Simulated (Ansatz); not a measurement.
**Structures of MgO: which is lowest?**

Plane-wave DFT in Ansatz with scalar-relativistic PAW potentials, cutoff 420 eV, Γ-centred meshes chosen by cell and gap, Gaussian smearing with energies taken to zero width. Every cell was relaxed (cell and atoms) in a run of its own, within the symmetry of its start. Functional: PBEsol.

Relaxed structures (starts from databases or built by putting these elements on another compound's sites):
A. F-43m, 2 atoms in the computed cell, a = 4.575 Å; sites (symmetry × multiplicity) Mg -43m × 4, O -43m × 4; start: built
B. Fm-3m, 2 atoms in the computed cell, a = 4.214 Å; sites (symmetry × multiplicity) Mg m-3m × 4, O m-3m × 4; start: database
C. P6_3/mmc, 4 atoms in the computed cell, a = 3.494 Å, c = 4.194 Å; sites (symmetry × multiplicity) Mg -6m2 × 2, O -6m2 × 2; start: database
D. P6_3mc, 4 atoms in the computed cell, a = 3.303 Å, c = 5.020 Å; sites (symmetry × multiplicity) Mg 3m. × 2, O 3m. × 2; start: database

Q: Rank them by energy. Could pressure change the order?

A:
```csv
structure,group,E − E(lowest) (meV/atom),V (Å³/atom),gap on mesh (eV)
B,Fm-3m,0.0,9.35,4.62
C,P6_3/mmc,65,11.09,3.27
D,P6_3mc,116,11.86,3.36
A,F-43m,151,11.97,3.49
```

B is lowest, 65 meV/atom under C. The lowest is also the densest of these, so pressure wouldn't bring one of the others in at first order. Other structures may lie lower than all of these, and vibrations aren't counted.